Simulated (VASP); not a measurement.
# SiC (Imm2) in VASP: further runs

The runs below take SiC through single point, relaxation of the atoms, with PBEsol.

Everything below comes from runs of VASP 6.6.1. Logs are shortened: lines on timing, memory, paths and dates and some standing lists are left out, and cuts for length are marked.

## Step 1: The cell of the first run

The structure is orthorhombic, space group Imm2 (No. 44). The conventional cell has a = 3.050 Å, b = 3.091 Å, c = 4.313 Å, α = 90.00°, β = 90.00°, γ = 90.00°. Si (site symmetry mm2) is surrounded by 4 C at 1.87 to 1.88 Å. Around C (site symmetry mm2) lie 4 Si at 1.87 to 1.88 Å.

The cell was built by a generator and isn't the measured one.

## Step 2: Single point, PBEsol (strained cell)

INCAR

```
ALGO = Normal
EDIFF = 1E-7
ENCUT = 520
GGA = PS
ISIF = 2
ISMEAR = 0
LASPH = True
LCHARG = False
LREAL = False
LWAVE = False
NBANDS = 11
NELM = 100
PREC = Accurate
SIGMA = 0.02
```

KPOINTS

```
k-points
0
Gamma
  10 10 10
```

POSCAR

```
SiC
1.0
    0.0145185982      2.1711916569      2.1566730586
    2.1711916569      0.0145185982      2.1566730586
    2.1857102551      2.1857102551      0.0000000000
Si C
1 1
Direct
    0.0007393851      0.0007393851     -0.0007393851
    0.2492606149      0.2492606149      0.2507393851
```

Potentials or basis: VASP PAW PBE potentials, release 64 (Si, C).

The run is started by

```bash
$ cat potpaw_PBE.64/Si/POTCAR potpaw_PBE.64/C/POTCAR > POTCAR
$ mpirun -np 1 vasp_std > vasp.out
```

OUTCAR:

```text
EDIFF = 1E-7
   ENCUT = 520
   GGA = PS
   ISIF = 2
   ISMEAR = 0
   LASPH = True
   LREAL = False
   NELM = 100
   PREC = Accurate

 ion  position               nearest neighbor table
   1  0.001  0.001  0.999-   2 1.87   2 1.87   2 1.88   2 1.88
   2  0.249  0.249  0.251-   1 1.87   1 1.87   1 1.88   1 1.88

  LATTYP: Found a body centered orthorhombic cell.
 ALAT       =     3.0499962892
 B/A-ratio  =     1.0134638842
 C/A-ratio  =     1.4142135623

  Lattice vectors:

 A1 = (   2.1711916569,   0.0145185982,  -2.1566730586)
 A2 = (  -2.1711916569,  -0.0145185982,  -2.1566730586)
 A3 = (   0.0145185982,   2.1711916569,   2.1566730586)

Analysis of symmetry for initial positions (statically):
=====================================================================
 Subroutine PRICEL returns:
 Original cell was already a primitive cell.

 Routine SETGRP: Setting up the symmetry group for a
 body centered orthorhombic supercell.

 Subroutine GETGRP returns: Found  4 space group operations
 (whereof  4 operations were pure point group operations)
 out of a pool of  8 trial point group operations.

The static configuration has the point symmetry C_2v.

Analysis of symmetry for dynamics (positions and initial velocities):
=====================================================================
 Subroutine PRICEL returns:
 Original cell was already a primitive cell.

 Routine SETGRP: Setting up the symmetry group for a
 body centered orthorhombic supercell.

 Subroutine GETGRP returns: Found  4 space group operations
 (whereof  4 operations were pure point group operations)
 out of a pool of  8 trial point group operations.

The dynamic configuration has the point symmetry C_2v.

 Subroutine INISYM returns: Found  4 space group operations
 (whereof  4 operations are pure point group operations),
 and found     1 'primitive' translations

----------------------------------------------------------------------------------------

                                     Primitive cell

  volume of cell :      20.3325

  direct lattice vectors                    reciprocal lattice vectors
     0.014518598  2.171191657  2.156673059    -0.231838571  0.231838571  0.231838571
     2.171191657  0.014518598  2.156673059     0.231838571 -0.231838571  0.231838571
     2.185710255  2.185710255  0.000000000     0.228758592  0.228758592 -0.231838571

  length of vectors
     3.060314148  3.060314148  3.091061086     0.401556184  0.401556184  0.398007675

  position of ions in fractional coordinates (direct lattice)
     0.000739385  0.000739385  0.999260615
     0.249260615  0.249260615  0.250739385

  ion indices of the primitive-cell ions
   primitive index   ion index
                 1           1
                 2           2

----------------------------------------------------------------------------------------

 KPOINTS: k-points

Automatic generation of k-mesh.
 Grid dimensions read from file:
 generate k-points for:   10   10   10

 Generating k-lattice:

  Cartesian coordinates                     Fractional coordinates (reciprocal lattice)
    -0.023183857  0.023183857  0.023183857     0.100000000  0.000000000  0.000000000
     0.023183857 -0.023183857  0.023183857     0.000000000  0.100000000  0.000000000
     0.022875859  0.022875859 -0.023183857    -0.000000000 -0.000000000  0.100000000

  Length of vectors
     0.040155618  0.040155618  0.039800768

  Shift w.r.t. Gamma in fractional coordinates (k-lattice)
     0.000000000  0.000000000  0.000000000

 Subroutine IBZKPT returns following result:
 ===========================================

 Found    171 irreducible k-points:

 Following reciprocal coordinates:
            Coordinates               Weight
  0.000000  0.000000  0.000000      1.000000
  0.100000 -0.000000  0.000000      4.000000
  0.200000 -0.000000  0.000000      4.000000
  0.300000  0.000000  0.000000      4.000000
  0.400000  0.000000  0.000000      4.000000
  0.500000 -0.000000  0.000000      2.000000
[... 16 lines left out ...]
  0.300000  0.300000  0.000000      2.000000
  0.400000  0.300000  0.000000      4.000000
 [... further k-points ...]
   k-points           NKPTS =    171   k-points in BZ     NKDIM =    171   number of bands    NBANDS=     11
   number of dos      NEDOS =    301   number of ions     NIONS =      2
   total plane-waves  NPLWV =  13824
   dimension x,y,z NGX =    24 NGY =   24 NGZ =   24
   dimension x,y,z NGXF=    48 NGYF=   48 NGZF=   48
   ions per type =               1   1
   NGX,Y,Z   is equivalent  to a cutoff of  13.04, 13.04, 12.91 a.u.
   NGXF,Y,Z  is equivalent  to a cutoff of  26.08, 26.08, 25.82 a.u.
 SYSTEM =  unknown system
   PREC   = accura    normal or accurate (medium, high low for compatibility)
   ISTART =      0    job   : 0-new  1-cont  2-samecut
   ICHARG =      2    charge: 1-file 2-atom 10-const
   ISPIN  =      1    spin polarized calculation?
   LNONCOLLINEAR =      F non collinear calculations
   LSORBIT =      F    spin-orbit coupling
   LASPH  =      T    aspherical Exc in radial PAW
   ENCUT  =  520.0 eV  38.22 Ry    6.18 a.u.   5.69  5.69  5.75*2*pi/ulx,y,z
   NELM   =    100;   NELMIN=  2; NELMDL= -5     # of ELM steps
   EDIFF  = 0.1E-06   stopping-criterion for ELM
   LREAL  =      F    real-space projection
   EDIFFG = 0.1E-05   stopping-criterion for IOM
   NSW    =      0    number of steps for IOM
   IBRION =     -1    ionic relax: 0-MD 1-quasi-New 2-CG
   NFREE  =      0    steps in history (QN), initial steepest desc. (CG)
   ISIF   =      2    stress and relaxation
   ISYM   =      2    0-nonsym 1-usesym 2-fastsym
   POTIM  = 0.5000    time-step for ionic-motion
   TEBEG  =    0.0;   TEEND  =   0.0 temperature during run
   PSTRESS=    0.0 pullay stress
   NELECT =       8.0000    total number of electrons
   NUPDOWN=      -1.0000    fix difference up-down
   EMIN   =  10.00;   EMAX   =-10.00  energy-range for DOS
   EFERMI =   0.00;   METHOD = LEGACY
   ISMEAR =     0;   SIGMA  =   0.02  broadening in eV -4-tet -1-fermi 0-gaus
   EFERMI_NEDOS =   21; number of points for ismear=-14 and -15
   IALGO  =     38    algorithm
   IMIX   =      4    mixing-type and parameters
     AMIX     =   0.40;   BMIX     =  1.00
     AMIX_MAG =   1.60;   BMIX_MAG =  1.00
  volume/ion in A,a.u.               =      10.17        68.61
  Fermi-wavevector in a.u.,A,eV,Ry     =   1.199613  2.266939 19.579748  1.439071
  Thomas-Fermi vector in A             =   2.335471
   LORBIT       =      0    0 simple, 1 ext, 2 COOP (PROOUT), +10 PAW based schemes
   GGA     = PS    functional components
   LHFCALC =     F    Hartree Fock is set to
   AEXX    =    0.0000 exact exchange contribution
   IVDW    =     0    specifies the selected vdW correction
   LEPSILON=     F    determine dielectric tensor
   LRPA    =     F    only Hartree local field effects (RPA)
 non-spin polarized calculation
 Gauss-broadening in eV      SIGMA  =   0.02
  energy-cutoff  :      520.00
  volume of cell :       20.33
 maximum number of plane-waves:       560
   NGX = 11   NGY = 11   NGZ = 11

 number of electron       8.0000000 magnetization

 Free energy of the ion-electron system (eV)
  ---------------------------------------------------
  ext. energy  EPLUGINS =         0.00000000
  ---------------------------------------------------
  free energy    TOTEN  =       -15.90675975 eV

  energy without entropy =      -15.90675975  energy(sigma->0) =      -15.90675975

 E-fermi :   8.4790     XC(G=0): -11.5806

 val. band max:        8.3106889289   @ k =   0.0000   0.0000   0.0000
 cond. band min:       9.4221487921   @ k =   0.5000   0.5000   0.0000
 fundamental gap:      1.1114598631
 Fermi energy:         8.4789597960

 k-point     1 :       0.0000    0.0000    0.0000
  band No.  band energies     occupation
      1      -7.3082      2.00000
      2       8.1714      2.00000
      3       8.2836      2.00000
      4       8.3107      2.00000
      5      14.6009      0.00000
      6      15.4820      0.00000
      7      15.6540      0.00000
      8      15.7694      0.00000
      9      22.7137      0.00000
     10      22.9135      0.00000
     11      24.7896      0.00000

 k-point     2 :       0.1000   -0.0000    0.0000
  band No.  band energies     occupation
      1      -7.1073      2.00000
      2       7.2952      2.00000
      3       8.0317      2.00000
      4       8.1548      2.00000
      5      14.7627      0.00000
      6      15.7362      0.00000
      7      15.9181      0.00000
      8      16.0869      0.00000
      9      21.6934      0.00000
     10      21.9070      0.00000
     11      24.4639      0.00000

 k-point     3 :       0.2000   -0.0000    0.0000
  band No.  band energies     occupation
      1      -6.5129      2.00000
      2       5.1544      2.00000
      3       7.7131      2.00000
      4       7.8390      2.00000
      5      14.4550      0.00000
      6      16.0951      0.00000
      7      16.2719      0.00000
      8      17.2267      0.00000
      9      21.0022      0.00000
     10      21.2234      0.00000
     11      23.5622      0.00000

 k-point     4 :       0.3000    0.0000    0.0000
  band No.  band energies     occupation
      1      -5.5589      2.00000
      2       2.7965      2.00000
      3       7.3875      2.00000
      4       7.5155      2.00000
      5      14.0422      0.00000
      6      15.9059      0.00000
      7      16.0996      0.00000
      8      18.0837      0.00000
      9      21.8825      0.00000
     10      22.0930      0.00000
     11      23.3521      0.00000

 k-point     5 :       0.4000    0.0000    0.0000
  band No.  band energies     occupation
      1      -4.3675      2.00000
      2       0.6807      2.00000
      3       7.1635      2.00000
      4       7.2925      2.00000
      5      13.7699      0.00000
      6      15.4836      0.00000
      7      15.6922      0.00000
      8      18.2678      0.00000
      9      23.8866      0.00000
     10      23.9845      0.00000
     11      24.1135      0.00000
[... 211 lines left out ...]
 k-point    21 :      -0.3000    0.2000    0.0000
  band No.  band energies     occupation
      1      -4.1371      2.00000
      2       1.7972      2.00000
      3       4.4345      2.00000
      4       6.9550      2.00000
      5      13.6542      0.00000
      6      16.4791      0.00000
      7      16.9154      0.00000
      8      18.6591      0.00000
      9      20.8729      0.00000
     10      23.8883      0.00000
     11      27.5612      0.00000

 k-point    22 :      -0.2000    0.2000    0.0000
  band No.  band energies     occupation
      1      -5.2382      2.00000
      2       3.4527      2.00000
      3       5.0396      2.00000
      4       7.5057      2.00000
      5      14.6986      0.00000
      6      16.1867      0.00000
      7      16.5582      0.00000
      8      17.5328      0.00000
      9      19.5941      0.00000
     10      23.8239      0.00000
     11      27.7090      0.00000

 k-point    23 :       0.3000    0.3000    0.0000
  band No.  band energies     occupation
      1      -4.9726      2.00000
      2       3.9363      2.00000
      3       5.6948      2.00000
      4       5.9218      2.00000
      5      11.3209      0.00000
      6      13.7762      0.00000
      7      19.8540      0.00000
      8      19.9181      0.00000
      9      20.8683      0.00000
     10      25.3573      0.00000
     11      29.9923      0.00000

 k-point    24 :       0.4000    0.3000    0.0000
  band No.  band energies     occupation
      1      -4.0754      2.00000
      2       2.7048      2.00000
      3       5.0954      2.00000
      4       5.4233      2.00000
      5      10.9519      0.00000
      6      13.8367      0.00000
      7      20.0202      0.00000
      8      20.2379      0.00000
      9      22.1816      0.00000
     10      26.3769      0.00000
     11      29.7500      0.00000

 [... further k-points ...]
[... 5 lines left out ...]
  --------------------------------------------------------------------------------------
  -------------------------------------------------------------------------------------
  Total        0.4642779      0.4642779      0.6707375     -0.4234035      0.0000000      0.0000000
  in kB       36.5845213     36.5845213     52.8532782    -33.3636691      0.0000000      0.0000000
  external PRESSURE =      42.0074402 kB  Pullay stress =       0.0000000 kB

 VOLUME and BASIS-vectors are now :
 -----------------------------------------------------------------------------
  energy-cutoff  :      520.00
  volume of cell :       20.33
      direct lattice vectors                 reciprocal lattice vectors
     0.014518598  2.171191657  2.156673059    -0.231838571  0.231838571  0.231838571
     2.171191657  0.014518598  2.156673059     0.231838571 -0.231838571  0.231838571
     2.185710255  2.185710255  0.000000000     0.228758592  0.228758592 -0.231838571

 POSITION                                       TOTAL-FORCE (eV/Angst)
 -----------------------------------------------------------------------------------
      2.18571      2.18571      0.00319        -0.000000     -0.000000      0.000658
      1.09286      1.09286      1.07515         0.000000      0.000000     -0.000658
 -----------------------------------------------------------------------------------
    total drift:                                0.000000      0.000000      0.000005

  FREE ENERGIE OF THE ION-ELECTRON SYSTEM (eV)
  ---------------------------------------------------
  free  energy   TOTEN  =       -15.9067597520 eV

  energy  without entropy=      -15.9067597520  energy(sigma->0) =      -15.90675975
```

Run time: 14 s. Hardware: 1 thread of Intel Xeon Platinum 8559C (Emerald Rapids), shared host; peak memory 0.15 GiB.

Results:

| Item | Value |
| --- | --- |
| Free energy | -15.9068 eV |
| Pressure | 4.2 GPa |
| Band gap on the k mesh | 1.11 eV, indirect (least direct gap 4.34 eV) |

Stress tensor (GPa, compression positive):
```
 3.66 -3.34  0.00
-3.34  3.66  0.00
 0.00  0.00  5.29
```

Caveat: the PAW data sets were made with another functional, which shifts forces and pressure a little. A k mesh can miss the band edges.

## Step 3: Relaxation of the atoms, PBEsol (strained cell)

INCAR

```
SYSTEM = SiC
PREC = Accurate
ENCUT = 520
EDIFF = 1E-6
ISMEAR = 0
SIGMA = 0.02
LREAL = .False.
LASPH = .True.
NELM = 100
ALGO = Normal
ISIF = 2
LWAVE = .False.
LCHARG = .False.
GGA = PS
IBRION = 2
NSW = 60
EDIFFG = -0.002
```

KPOINTS

```
Automatic mesh
0
Gamma
  10 10 10
  0 0 0
```

POSCAR is that of step 2.

Potentials or basis: VASP PAW PBE potentials, release 64 (Si, C).

The run is started by

```bash
$ cat potpaw_PBE.64/Si/POTCAR potpaw_PBE.64/C/POTCAR > POTCAR
$ mpirun -np 1 vasp_std > vasp.out
```

Run time: 11 s. Hardware: 1 thread of Intel Xeon Platinum 8559C (Emerald Rapids), shared host; peak memory 0.15 GiB.

Results (log left out):

```yaml
Free_energy: -15.9068 eV
Pressure_after_relaxing: 4.2 GPa
Band_gap_on_the_k_mesh: 1.11 eV, indirect (least direct gap 4.34 eV)
```

Stress tensor (GPa, compression positive):
```
 3.66 -3.34  0.00
-3.34  3.66  0.00
 0.00  0.00  5.29
```

Final structure:
```cif
data_structure
_symmetry_space_group_name_H-M 'P 1'
_symmetry_Int_Tables_number 1
_cell_length_a 3.0603
_cell_length_b 3.0603
_cell_length_c 3.0911
_cell_angle_alpha 59.667
_cell_angle_beta 59.667
_cell_angle_gamma 59.777
_cell_volume 20.33
loop_
_atom_site_label
_atom_site_type_symbol
_atom_site_fract_x
_atom_site_fract_y
_atom_site_fract_z
_atom_site_occupancy
Si1 Si 0.00074 0.00074 0.99926 1
C1 C 0.24926 0.24926 0.25074 1
```

Levels at points of the mesh, in eV from the valence-band top:
| k point | band 1 | band 2 | band 3 | band 4 | band 5 | band 6 | band 7 | band 8 |
| --- | --- | --- | --- | --- | --- | --- | --- | --- |
| (0.00, 0.00, 0.00) | -15.62 | -0.14 | -0.03 | 0.00 | 6.29 | 7.17 | 7.34 | 7.46 |
| (0.50, 0.00, 0.00) | -11.90 | -8.73 | -1.23 | -1.10 | 5.37 | 6.99 | 7.20 | 9.93 |
| (0.50, 0.50, 0.00) | -10.43 | -7.89 | -3.47 | -3.22 | 1.11 | 4.14 | 14.07 | 14.10 |
| (0.00, 0.00, 0.50) | -12.00 | -8.78 | -1.09 | -1.05 | 5.57 | 7.22 | 7.22 | 9.99 |
| (0.50, 0.00, 0.50) | -10.48 | -7.97 | -3.28 | -3.27 | 1.18 | 4.24 | 13.97 | 14.22 |

Caveat: the relaxation stopped at its first step, so nothing moved; the PAW data sets were made with another functional, which shifts forces and pressure a little.
